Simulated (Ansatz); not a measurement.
# Au under changes of volume

One of the cells (18.207 Å³/atom); the others are scaled copies at fixed shape and fractional positions:

```
Au
1.0
    -1.65727    1.65727    1.65727
     1.65727   -1.65727    1.65727
     1.65727    1.65727   -1.65727
Au
1
Direct
  0.00000 0.00000 0.00000
```

This isn't the form of Au at room conditions, which is fcc.

- Program: Ansatz 0.2.0
- Functional: LDA
- Potentials or basis: all-electron LAPW, scalar-relativistic
- Cutoff: 251 eV (chosen from the basis error)
- Basis error allowed: 0.001 eV/atom
- k mesh: 11 × 11 × 11
- Occupations: fermi-dirac, width 0.05 eV
- Spin: no spin polarisation

```csv
volume (Å³/atom),energy over the lowest point (meV/atom),pressure (GPa)
17.115,0.00,-4.9
17.479,14.94,-8.0
17.843,36.41,-10.7
18.207,63.49,-13.1
18.571,95.41,-15.0
18.935,131.52,-16.8
19.299,?,?
```

**Question.** What does the run at 19.299 Å³/atom give?

**Answer.** Energy over the lowest point 171.24 meV/atom; pressure -18.2 GPa.

Worked out: A Birch-Murnaghan fit of order 3 (a polynomial in V^(-2/3)) to the other rows has its minimum at 16.62 Å³/atom, just outside them, with B0 = V·E''(V) = 184 GPa and B' = 5.5. It gives 171.19 meV/atom at 19.299 Å³/atom, against the run's 171.24, and -dE/dV = -18.2 GPa, against -18.2.

Energies are extrapolated to zero smearing.
